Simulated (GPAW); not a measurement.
Pt:

```
Pt
1.0
    -1.58422    1.58422    1.58422
     1.58422   -1.58422    1.58422
     1.58422    1.58422   -1.58422
Pt
1
Direct
  0.00000 0.00000 0.00000
```

This isn't the form of Pt at room conditions, which is fcc.

```yaml
Program: GPAW 26.7.0
Task: relaxation of cell and atoms
Functional: PBEsol
Dispersion: D3(BJ)+ATM
Potentials_or_basis: PAW data sets generated in the run's folder for this functional
Cutoff: 600 eV
Basis: pw
k_mesh: 12 × 12 × 12
Occupations: fermi-dirac, width 0.05 eV
Spin: no spin polarisation
```

At the start: pressure -16.7 GPa; volume 15.90 Å³/atom.

**Question.** Where does the relaxation end?

**Answer.** Over 3 steps the energy falls by 58.0 meV/atom and the volume is 14.87 Å³/atom (-6.5 %); space group Im-3m (No. 229, to 0.05 Å).

Step by step:
```
step  energy change (eV)  largest force (eV/Å)  pressure (GPa)  volume (Å³)
   1              0.0000                0.0000          -16.66        15.90
   2             -0.0578                0.0000            1.03        14.82
   3             -0.0580                0.0000           -0.12        14.87
```

Final structure:
```
CELL_PARAMETERS angstrom
-1.54921 1.54921 1.54921
1.54921 -1.54921 1.54921
1.54921 1.54921 -1.54921
ATOMIC_POSITIONS crystal
Pt 0.00000 0.00000 0.00000
```

Caveat: later steps reuse the first step's grids; pairwise dispersion overbinds metals, which lowers pressure and volume.
